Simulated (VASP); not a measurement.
Write the native input for VASP 6.6.1 that does the following.

```
Task                   : dielectric tensor
Functional             : PBE
Potentials or basis    : VASP PAW PBE potentials, release 64 (Zn, Se)
Cutoff                 : 520 eV
k mesh                 : 14 × 14 × 14
Occupations            : gaussian, width 0.03 eV
Spin                   : no spin polarisation
Monkhorst-Pack mesh    : yes
Further INCAR settings : ALGO = Normal; EDIFF = 1e-08
```

The structure of ZnSe (Stilleite) lies in POSCAR:

```
ZnSe                                    
1.0
    0.0000000000      2.8206646090      2.8206646090
    2.8206646090      0.0000000000      2.8206646090
    2.8206646090      2.8206646090      0.0000000000
  Zn              Se            
     1     1
Direct
     0.0000000000000000    0.0000000000000000    0.0000000000000000
     0.2500000000000000    0.2500000000000000    0.2500000000000000
```

The input as run:

INCAR

```
PREC = Accurate ; ENCUT = 520
EDIFF = 1E-8 ; ISMEAR = 0
SIGMA = 0.03 ; LREAL = False
LASPH = True ; NELM = 80
ALGO = Normal ; ISIF = 2
LWAVE = False ; LCHARG = False
GGA = PE ; LEPSILON = True
```

KPOINTS

```
Automatic mesh
0
Monkhorst-Pack
  14 14 14
```

Potentials or basis: VASP PAW PBE potentials, release 64 (Zn, Se).

Command:

```bash
$ cat potpaw_PBE.64/Zn/POTCAR potpaw_PBE.64/Se/POTCAR > POTCAR
$ mpirun -np 1 vasp_std > vasp.out
```

It gave:

```
Electronic dielectric tensor (diagonal) : 7.18
Born charges (mean of the diagonal)     : Zn +2.03; Se -2.03 e
```

Run time: 29 min on 1 thread of Intel(R) Xeon(R) 6975P-C (Granite Rapids), on a shared host, peak memory 1.9 GiB.
